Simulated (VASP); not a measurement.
**Si6Mo: single point with PBE**

Crystal: Si6Mo.

```xyz
7
Lattice="0.0000 4.1817 4.1817 4.1817 0.0000 4.1817 4.1817 4.1817 0.0000" Properties=species:S:1:pos:R:3 pbc="T T T"
Si    1.7429    4.1817    4.1817
Si    6.6206    4.1817    4.1817
Si    4.1817    1.7429    4.1817
Si    4.1817    6.6206    4.1817
Si    4.1817    4.1817    1.7429
Si    4.1817    4.1817    6.6206
Mo    4.1817    4.1817    4.1817
```

The cell was built by a generator and needn't be a form met in nature.

The cell isn't the ideal one: random cell by space group and Wyckoff sites (Fm-3m, No. 225).

```
Program             : VASP 6.6.1
Task                : single point
Functional          : PBE
Potentials or basis : VASP PAW PBE potentials, release 64 (Si, Mo_sv)
Cutoff              : 520 eV
k mesh              : 8 × 8 × 8
Occupations         : gaussian, width 0.1 eV
Spin                : no spin polarisation
```

| Item | Value |
| --- | --- |
| Pressure | -0.1 GPa |
| Largest force | 0.035 eV/Å |
| Band gap on the k mesh | none (metal or under the smearing width) |

Forces in eV/Å, atoms in the order of the input:
```
Si  -0.035  0.000  0.000
Si   0.035  0.000  0.000
Si   0.000 -0.035  0.000
Si   0.000  0.035  0.000
Si   0.000  0.000 -0.035
Si   0.000  0.000  0.035
Mo   0.000  0.000  0.000
```

Levels at points of the mesh, in eV from the Fermi level:
| k point | band 16 | band 17 | band 18 | band 19 | band 20 | band 21 | band 22 | band 23 |
| --- | --- | --- | --- | --- | --- | --- | --- | --- |
| (0.00, 0.00, 0.00) | -1.73 | -1.73 | 0.64 | 0.64 | 0.64 | 1.37 | 1.37 | 2.65 |
| (0.50, 0.00, 0.00) | -1.88 | -1.53 | -1.53 | -1.22 | -1.03 | 3.01 | 3.01 | 3.67 |
| (0.50, 0.50, 0.00) | -1.16 | -1.02 | -1.02 | -0.25 | 0.73 | 1.22 | 1.74 | 2.19 |

Wall time 3.2 min on 1 thread of Intel(R) Xeon(R) Platinum 8175M CPU @ 2.50GHz (Skylake/Cascade Lake), with other jobs on the host, peak memory 0.36 GiB.
